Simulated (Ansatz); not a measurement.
Rows from a G0W0 calculation on InSe (layers cut from the bulk crystal) (Ansatz 0.2.0; G0W0 on PBE, plane waves, PAW; 3×3×1 mesh, 360 empty bands, screening to 48 eV), in eV. Spin-orbit coupling is left out.

```tsv
row	k	band	start	Σx	Σc at the solution	Vxc
A	Γ	v2	-6.261	-18.276	2.356	-15.625
B	Γ	c2	-3.084	-7.811	-3.761	-12.100
C	Γ	v1	-5.984	-14.836	1.395	-13.267
D	Γ	c1	-4.298	-9.731	-3.057	-13.219
```

Question: Give the quasiparticle energies and the shift of each level.

The quasiparticle equation reads E = start + Σx + Σc(E) − Vxc.

```tsv
row	E (eV)	shift (eV)
A	-6.556	−0.295
B	-2.557	+0.528
C	-6.158	−0.173
D	-3.868	+0.430
```

The gap over the computed points goes from 1.69 eV to 2.29 eV.

Limits: not at the basis limit; coarse mesh for a sheet; no spin-orbit coupling.

[Paths, hosts, dates, memory and timing lines, banners, echoed tables and standing remarks are left out of the program output.]

[Logs are printed without paths, hosts, clocks, repeated set-up lines and the standing remarks that a program may print on its own settings, such as how far it seeks lower states.]

[Runs of the session that timed out or met a known fault of the program may be left out.]

[Cells called generated may have been cut or substituted from an entry of the Crystallography Open Database or the Materials Project.]

[Hosts, paths, dates, database ids (printed as entryN), source tags and the programs' standing remarks are cut or masked in the printed files.]
